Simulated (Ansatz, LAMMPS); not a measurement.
**Molecular dynamics of a frame of liquid Al2O3 from 2400 K, run at 300 K (105 atoms)**

Wanted: a short trajectory of a frame of liquid Al2O3 from 2400 K, run at 300 K (105 atoms) with its pair distributions.

Main program and level: Ansatz 0.2.0; Kohn-Sham DFT, PBE, PAW (set soft_2), plane waves.

### 1. Starting point

The cell holds 105 atoms: 42 Al and 63 O. Its edges and angles: a = 10.676 Å, b = 10.676 Å, c = 10.676 Å, α = 90.0°, β = 90.0°, γ = 90.0°. 105 atoms (42 Al, 63 O) placed at random at 2.92 g/cm³, melted at 4500 K for 20 ps at fixed volume with the Morse and Coulomb pair potential with partial charges (Pedone, Malavasi, Menziani, Cormack and Segre, J. Phys. Chem. B 110, 11780 (2006)). Snapshot at the end of a hold of 20 ps at 2400 K and fixed volume.

What the set-up can't give: The network of bonds at the start is that of the classical potential that made the cell. The cell was made at 2400 K but the dynamics is set to 300 K: the trajectory isn't one at 2400 K. Sampling is at Γ alone, for a cell whose shortest periodic width is 11 Å.

### 2. Single point at the start

A single point comes first, to see the forces before anything moves.

The input, input.yaml:

```yaml
crystal:
  lattice:
    - [10.6756, 0.0, 0.0]
    - [0.0, 10.6756, 0.0]
    - [0.0, 0.0, 10.6756]
  atoms:
    - { symbol: Al, position: [0.60576, 0.88668, 0.61649] }
    - { symbol: Al, position: [0.84633, 0.25531, 0.21184] }
    - { symbol: Al, position: [0.17458, 0.59835, 0.1749] }
    - { symbol: Al, position: [0.10382, 0.3831, 0.30899] }
    [... 95 atom lines left out ...]
    - { symbol: O, position: [0.89834, 0.23982, 0.61943] }
    - { symbol: O, position: [0.60129, 0.73843, 0.69417] }
    - { symbol: O, position: [0.05534, 0.527, 0.16661] }
    - { symbol: O, position: [0.74037, 0.4848, 0.57822] }
    - { symbol: O, position: [0.51037, 0.91196, 0.49784] }
    - { symbol: O, position: [0.99815, 0.94907, 0.39056] }
kpoints:
  mp_grid: { grid: [1, 1, 1] }
hamiltonian:
  xc: pbe
scf:
  occupations: { method: fermi_dirac, width: 0.207 }
output:
  forces: true
```

Command:

```sh
ansatz run input.yaml --threads 4 --pin off --max-ram 8192MiB --backend cpu --events-out ev --progress --plain --runs-dir out
```

Elapsed: 13 s, on 4 threads of Arm Neoverse V2, shared host; peak memory 1.4 GiB; 49 s of CPU time.

Read from the output:

```
free energy            : -58415.2648 eV
free energy per atom   : -556.3359 eV/atom
SCF cycles             : 10
r.m.s. force component : 2.735 eV/Å
longest force          : 12.76 eV/Å
Fermi energy           : 6.38 eV
```

The r.m.s. force component of 2.7 eV/Å sets the starting point.

Neighbours are counted within 2.49 Å (O-Al).

Length of the force by element and coordination:

| element | coordination | atoms | mean length of the force (eV/Å) | spread | least | most |
| --- | --- | --- | --- | --- | --- | --- |
| Al | all | 42 | 4.53 | 2.34 | 0.600 | 9.80 |
| Al | 3 | 1 | 7.82 | 0 | 7.82 | 7.82 |
| Al | 4 | 25 | 4.49 | 2.17 | 0.600 | 9.80 |
| Al | 5 | 15 | 4.43 | 2.59 | 1.31 | 9.62 |
| Al | 6 | 1 | 3.80 | 0 | 3.80 | 3.80 |
| O | all | 63 | 3.74 | 2.47 | 0.414 | 12.8 |
| O | 2 | 13 | 3.61 | 3.21 | 0.745 | 12.4 |
| O | 3 | 42 | 3.80 | 2.03 | 0.996 | 12.8 |
| O | 4 | 8 | 3.64 | 3.13 | 0.414 | 10.4 |

### 3. Dynamics started at 300 K

A Langevin thermostat couples each atom to a heat bath, at the price of damped dynamics. The time step is 1.0 fs.

input.yaml: that of step 2 with these lines changed.

```diff
@@ -15 +15,8 @@
   forces: true
+md:
+  timestep: 1.0
+  n_steps: 270
+  ensemble: nvt_langevin
+  temperature: 300
+  initial_velocities: maxwell_boltzmann
+  seed: 6856
```

Wall time 43 min (4 threads); peak memory 1.6 GiB.

The program notes that it switched symmetry off.

The trajectory, sampled:

| time (fs) | T (K) | potential (meV/atom) |
| --- | --- | --- |
| 0.0 | 297 | 0.0 |
| 18.0 | 1374 | -184.1 |
| 36.0 | 1324 | -231.2 |
| 54.0 | 1102 | -241.3 |
| 72.0 | 1122 | -268.4 |
| 90.0 | 1074 | -293.2 |
| 108.0 | 910 | -313.3 |
| 126.0 | 801 | -321.1 |
| 144.0 | 710 | -326.0 |
| 162.0 | 622 | -331.5 |
| 180.0 | 725 | -359.1 |
| 198.0 | 611 | -357.0 |
| 216.0 | 553 | -362.4 |
| 234.0 | 568 | -372.3 |
| 252.0 | 567 | -387.4 |
| 270.0 | 500 | -391.8 |

Mean square displacement from the first frame to the last: Al 0.31 Å², O 0.26 Å².

Mean square displacement against time lag:

| time lag (fs) | Al (Å²) | O (Å²) |
| --- | --- | --- |
| 1.0 | 8.1e-5 | 1.3e-4 |
| 6.0 | 0.00285 | 0.00457 |
| 12.0 | 0.0107 | 0.0168 |
| 17.0 | 0.0197 | 0.0302 |
| 23.0 | 0.0317 | 0.0468 |
| 28.0 | 0.0415 | 0.0594 |
| 34.0 | 0.0524 | 0.0724 |
| 40.0 | 0.0621 | 0.0833 |
| 45.0 | 0.0693 | 0.0914 |
| 51.0 | 0.0775 | 0.100 |
| 56.0 | 0.0842 | 0.107 |
| 62.0 | 0.0920 | 0.115 |
| 68.0 | 0.0999 | 0.122 |
| 73.0 | 0.106 | 0.127 |
| 79.0 | 0.114 | 0.134 |
| 84.0 | 0.120 | 0.139 |
| 90.0 | 0.128 | 0.146 |
| 95.0 | 0.134 | 0.152 |
| 101.0 | 0.141 | 0.158 |
| 107.0 | 0.147 | 0.163 |
| 112.0 | 0.152 | 0.167 |
| 118.0 | 0.157 | 0.172 |
| 123.0 | 0.161 | 0.175 |
| 129.0 | 0.165 | 0.179 |
| 135.0 | 0.168 | 0.184 |

Over the second half of 270 fs the temperature averages 612 K, falling from about 680 to 531 K (means over the first and last quarter of that half). From first frame to last Al has the largest mean square displacement, 0.31 Å² at the end; the farthest move is 1.05 Å. The mean temperature of 612 K lies well off the 300 K of the input, so the thermostat hasn't yet brought the run to equilibrium. The count of bonds goes from 184 in the first frame to 189 in the last, by one set of cutoffs: 12 pairs passed out of them and 17 came within. The run spans 0.27 ps, too short for its means to be equilibrium values.

### 4. Structure statistics late in the run

The g(r) is a mean over the second half; what follows it is taken at the last frame.

Bonds before and after, by the cutoffs listed below:

| pair | bonds before | bonds after | mean before (Å) | mean after (Å) | spread before (Å) | spread after (Å) |
| --- | --- | --- | --- | --- | --- | --- |
| O-Al | 184 | 189 | 1.884 | 1.868 | 0.217 | 0.140 |

Density 2.92 g/cm³, 11.59 Å³ an atom.

Mean of 14 frames. Pair distribution functions g(r), in bins of 0.2 Å:

| r (Å) | total | O-O | O-Al | Al-Al |
| --- | --- | --- | --- | --- |
| 1.60 | 0.28 | 0.00 | 0.58 | 0.00 |
| 1.80 | 3.30 | 0.00 | 6.87 | 0.00 |
| 2.00 | 0.98 | 0.00 | 2.04 | 0.00 |
| 2.20 | 0.19 | 0.04 | 0.36 | 0.00 |
| 2.40 | 0.30 | 0.60 | 0.16 | 0.02 |
| 2.60 | 0.74 | 1.67 | 0.16 | 0.40 |
| 2.80 | 1.29 | 2.64 | 0.26 | 1.31 |
| 3.00 | 1.38 | 2.38 | 0.41 | 2.10 |
| 3.20 | 1.25 | 1.38 | 0.64 | 2.83 |
| 3.40 | 0.99 | 0.74 | 0.87 | 1.90 |
| 3.60 | 0.85 | 0.55 | 1.11 | 0.75 |
| 3.80 | 0.84 | 0.55 | 1.18 | 0.51 |
| 4.00 | 0.92 | 0.57 | 1.33 | 0.52 |
| 4.20 | 1.04 | 0.57 | 1.56 | 0.56 |
| 4.40 | 1.07 | 0.72 | 1.49 | 0.61 |
| 4.60 | 1.03 | 0.95 | 1.17 | 0.77 |
| 4.80 | 1.06 | 1.16 | 1.01 | 0.97 |
| 5.00 | 0.97 | 1.29 | 0.70 | 1.04 |
| 5.20 | 0.99 | 1.33 | 0.65 | 1.27 |

Bonds by pair of elements; cutoffs follow the first minimum of g(r), held within bounds set by covalent radii, and pairs that aren't listed don't count as bonded:

| pair A-B | cutoff (Å) | bonds | mean length (Å) | spread (Å) | shortest (Å) | B about A | A about B |
| --- | --- | --- | --- | --- | --- | --- | --- |
| O-Al | 2.48 | 189 | 1.87 | 0.14 | 1.66 | 3 | 4.5 |

How many atoms have how many bonded neighbours:

| element | mean | 2 | 3 | 4 | 5 | 6 |
| --- | --- | --- | --- | --- | --- | --- |
| Al | 4.5 | 0 | 0 | 24 | 15 | 3 |
| O | 3 | 5 | 53 | 5 | 0 | 0 |

Bond angles, per cent of each kind in bins of 5°:

| angle (°) | O-Al-O | Al-O-Al |
| --- | --- | --- |
| 65–70 | 0.6 | 0.0 |
| 70–75 | 1.8 | 0.0 |
| 75–80 | 5.0 | 0.0 |
| 80–85 | 7.4 | 2.6 |
| 85–90 | 8.3 | 3.1 |
| 90–95 | 9.1 | 7.7 |
| 95–100 | 10.0 | 10.3 |
| 100–105 | 9.7 | 7.7 |
| 105–110 | 10.3 | 5.1 |
| 110–115 | 8.8 | 7.2 |
| 115–120 | 7.7 | 11.9 |
| 120–125 | 4.4 | 14.9 |
| 125–130 | 3.5 | 8.8 |
| 130–135 | 2.1 | 10.8 |
| 135–140 | 2.1 | 5.7 |
| 140–145 | 1.5 | 1.6 |
| 145–150 | 0.9 | 0.5 |
| 150–155 | 0.6 | 0.5 |
| 155–160 | 2.1 | 0.5 |
| 160–165 | 1.2 | 0.5 |
| 165–170 | 1.2 | 0.5 |
| 170–175 | 1.2 | 0.0 |
| 175–180 | 0.6 | 0.0 |

Bond angles (no mean is given where the spread exceeds 20°):

| angle | count | mean (°) | spread (°) |
| --- | --- | --- | --- |
| O-Al-O | 339 | - | - |
| Al-O-Al | 194 | 116 | 16.9 |

Oxygen atoms by the number of network formers (Si, P, Ge, B, Al, As, Ga) bound to them:

| network formers bound to O | O atoms | per cent |
| --- | --- | --- |
| 0 | 0 | 0 |
| 1 | 0 | 0 |
| 2 | 5 | 7.9 |
| 3 | 53 | 84.1 |
| 4 | 5 | 7.9 |

Network units: each former by its oxygen neighbours and how many of them bridge to another former:

| former | O neighbours | bridging O | atoms |
| --- | --- | --- | --- |
| Al | 4 | 4 | 24 |
| Al | 5 | 5 | 15 |
| Al | 6 | 6 | 3 |

Bond length by coordination (bonds to H left out):

| element | coordination | atoms | mean bond length (Å) |
| --- | --- | --- | --- |
| Al | 4 | 24 | 1.80 |
| Al | 5 | 15 | 1.91 |
| Al | 6 | 3 | 2.05 |
| O | 2 | 5 | 1.74 |
| O | 3 | 53 | 1.86 |
| O | 4 | 5 | 2.00 |

Rings of the network by King's shortest-path rule, up to 12 atoms, one path for each pair of neighbours; H, halogens, alkali and alkaline-earth atoms are left out, and the last column divides by all other atoms, bonded or not:

| ring size (atoms) | rings | per network atom |
| --- | --- | --- |
| 4 | 28 | 0.267 |
| 6 | 57 | 0.543 |
| 8 | 100 | 0.952 |
| 10 | 26 | 0.248 |

First main peaks of g(r), for some of the pairs, lie near 2.8 Å (O-O), 1.8 Å (O-Al) and 3.2 Å (Al-Al). By these cutoffs 57 % of Al atoms have 4 and 84 % of O atoms have 3 bonded neighbours. 8 % of the oxygens bridge two formers (Al) and 0 % are non-bridging; 84 % join three; 8 % join four. The commonest Al unit has 4 oxygens, 4 of them shared with other formers (24 of 42 atoms). Bonds at O atoms with 2 neighbours average 1.74 Å, against 2.00 Å at those with 4. Rings of 8 atoms are the most common (47 % of those counted); sizes run from 4 to 10.

### 5. Single point at the last frame

The last frame is solved again with fuller output, to read the electronic structure of a thermally displaced geometry.

The input, input.yaml:

```yaml
crystal:
  lattice:
    - [10.6756, 0.0, 0.0]
    - [0.0, 10.6756, 0.0]
    - [0.0, 0.0, 10.6756]
  atoms:
    - { symbol: Al, position: [0.67174, 0.89078, 0.59798] }
    - { symbol: Al, position: [0.76588, 0.22932, 0.18501] }
    - { symbol: Al, position: [0.22631, 0.59682, 0.18436] }
    - { symbol: Al, position: [0.15608, 0.34175, 0.32962] }
    [... 95 atom lines left out ...]
    - { symbol: O, position: [0.876, 0.256, 0.64722] }
    - { symbol: O, position: [0.5976, 0.70161, 0.67369] }
    - { symbol: O, position: [0.05803, 0.51813, 0.13214] }
    - { symbol: O, position: [0.66861, 0.47107, 0.56197] }
    - { symbol: O, position: [0.52809, 0.92645, 0.54999] }
    - { symbol: O, position: [0.98909, 0.93355, 0.3934] }
kpoints:
  mp_grid: { grid: [1, 1, 1] }
hamiltonian:
  xc: pbe
scf:
  occupations: { method: fermi_dirac, width: 0.207 }
output:
  forces: true
  stress: true
  populations: true
  dos:
    method: { smearing: { sigma: 0.1 } }
    de: 0.1
    projected: { site_lists: { Al: [Al], O: [O] } }
  eigenvalues: true
  write_density: true
  write_potential: true
  volumetric_format: npy
```

Elapsed: 21 s, on 4 threads; peak memory 1.5 GiB.

Read from the output:

* free energy: -58456.4060 eV
* free energy per atom: -556.7277 eV/atom
* SCF cycles: 9
* pressure: -1.837 GPa
* r.m.s. force component: 0.7746 eV/Å
* longest force: 2.845 eV/Å
* Fermi energy: 6.375 eV
* gap (highest filled to lowest empty level): 2.903 eV
* spilling of the projection: 0.00848

Neighbours are counted within 2.48 Å (O-Al), the cutoffs taken from the dynamics.

Length of the force by element and coordination:

| element | coordination | atoms | mean length of the force (eV/Å) | spread | least | most |
| --- | --- | --- | --- | --- | --- | --- |
| Al | all | 42 | 1.27 | 0.502 | 0.546 | 2.73 |
| Al | 4 | 24 | 1.39 | 0.524 | 0.546 | 2.73 |
| Al | 5 | 15 | 1.10 | 0.417 | 0.602 | 2.11 |
| Al | 6 | 3 | 1.11 | 0.428 | 0.791 | 1.72 |
| O | all | 63 | 1.18 | 0.608 | 0.285 | 2.85 |
| O | 2 | 5 | 1.32 | 0.368 | 0.872 | 1.97 |
| O | 3 | 53 | 1.19 | 0.636 | 0.285 | 2.85 |
| O | 4 | 5 | 0.880 | 0.357 | 0.314 | 1.37 |

Löwdin charges by element and coordination (they lack the spilled electrons, 0.041 e an atom on average):

| element | coordination | atoms | mean charge (e) | spread | least | most |
| --- | --- | --- | --- | --- | --- | --- |
| Al | all | 42 | 1.34 | 0.0301 | 1.28 | 1.44 |
| Al | 4 | 24 | 1.36 | 0.0295 | 1.29 | 1.44 |
| Al | 5 | 15 | 1.33 | 0.0191 | 1.28 | 1.36 |
| Al | 6 | 3 | 1.31 | 0.0045 | 1.31 | 1.32 |
| O | all | 63 | -0.828 | 0.019 | -0.867 | -0.779 |
| O | 2 | 5 | -0.851 | 0.011 | -0.867 | -0.835 |
| O | 3 | 53 | -0.829 | 0.0152 | -0.867 | -0.788 |
| O | 4 | 5 | -0.791 | 0.0099 | -0.801 | -0.779 |

States in the cell by windows of 1 eV, zero at the Fermi level; the larger projections on atomic orbitals stand beside the total:

| from (eV) | to (eV) | total | O p | Al p | Al s |
| --- | --- | --- | --- | --- | --- |
| -10 | -9 | 0.0 | 0.0 | 0.0 | 0.0 |
| -9 | -8 | 14.5 | 10.7 | 1.0 | 2.5 |
| -8 | -7 | 39.5 | 29.7 | 3.2 | 5.5 |
| -7 | -6 | 50.3 | 39.3 | 6.7 | 2.9 |
| -6 | -5 | 62.3 | 51.4 | 7.5 | 1.7 |
| -5 | -4 | 68.7 | 60.7 | 5.5 | 0.9 |
| -4 | -3 | 76.6 | 71.4 | 3.1 | 0.4 |
| -3 | -2 | 57.0 | 54.5 | 1.3 | 0.1 |
| -2 | -1 | 9.1 | 8.7 | 0.2 | 0.0 |
| -1 | 1 | 0.0 | 0.0 | 0.0 | 0.0 |
| 1 | 2 | 2.0 | 0.0 | 0.1 | 1.2 |
| 2 | 3 | 2.0 | 0.3 | 0.7 | 0.7 |
| 3 | 4 | 12.0 | 2.0 | 4.3 | 2.9 |
| 4 | 5 | 22.2 | 3.5 | 10.2 | 4.1 |

Between -21 and -10 eV lie 126 more states.

The levels nearest the highest filled one (over half full), pooled over k-points and spins:

| level less the highest filled one (eV) | occupation |
| --- | --- |
| -0.478 | 2 |
| -0.443 | 2 |
| -0.413 | 2 |
| -0.325 | 2 |
| -0.296 | 2 |
| 0 | 2.00 |
| 2.90 | 0.003 |
| 4.20 | 0 |
| 4.74 | 0 |
| 4.89 | 0 |
| 5.17 | 0 |
| 5.20 | 0 |

Mean Löwdin charges: Al +1.34, O -0.83 e (they miss 0.85 % of the electrons, so they add up to more than the cell's charge). The largest share in the top eV of filled states is O p (97 % of the projected weight), and in the lowest eV of empty states Al s (63 % of the projected weight).

### 6. What came out

```
mean temperature, second half                    : 611.5 K
temperature swing, second half                   : 73.01 K
free energy per atom                             : -556.7277 eV/atom
pressure                                         : -1.837 GPa
r.m.s. force component                           : 0.7746 eV/Å
gap (highest filled to lowest empty level) : 2.903 eV
wall time of the 3 DFT runs                      : 43 min
```

What this shows: Over the second half of 270 fs the temperature averages 612 K, falling from about 680 to 531 K (means over the first and last quarter of that half). The mean temperature of 612 K lies well off the 300 K of the input, so the thermostat hasn't yet brought the run to equilibrium. The count of bonds goes from 184 in the first frame to 189 in the last, by one set of cutoffs: 12 pairs passed out of them and 17 came within. The run spans 0.27 ps, too short for its means to be equilibrium values. With the cutoffs above, 57 % of Al atoms have 4 and 84 % of O atoms have 3 bonded neighbours. 8 % of the oxygens bridge two formers (Al) and 0 % are non-bridging; 84 % join three; 8 % join four.

The highest filled and lowest empty levels differ by 2.90 eV (at Γ alone); a semilocal functional tends to put such gaps too low. In a disordered cell it changes from sample to sample and from frame to frame.

Caveats: The network of bonds at the start is that of the classical potential that made the cell; in DFT 12 of its 184 bonded pairs passed out of the cutoffs and 17 came within them. The pressure of -1.8 GPa is that of one thermal frame at a volume set beforehand, without the kinetic term.

[Logs are printed without paths, hosts, clocks, repeated set-up lines and the standing remarks that a program may print on its own settings, such as how far it seeks lower states.]

[Hosts, paths, dates, database ids (printed as entryN), source tags and the programs' standing remarks are cut or masked in the printed files.]
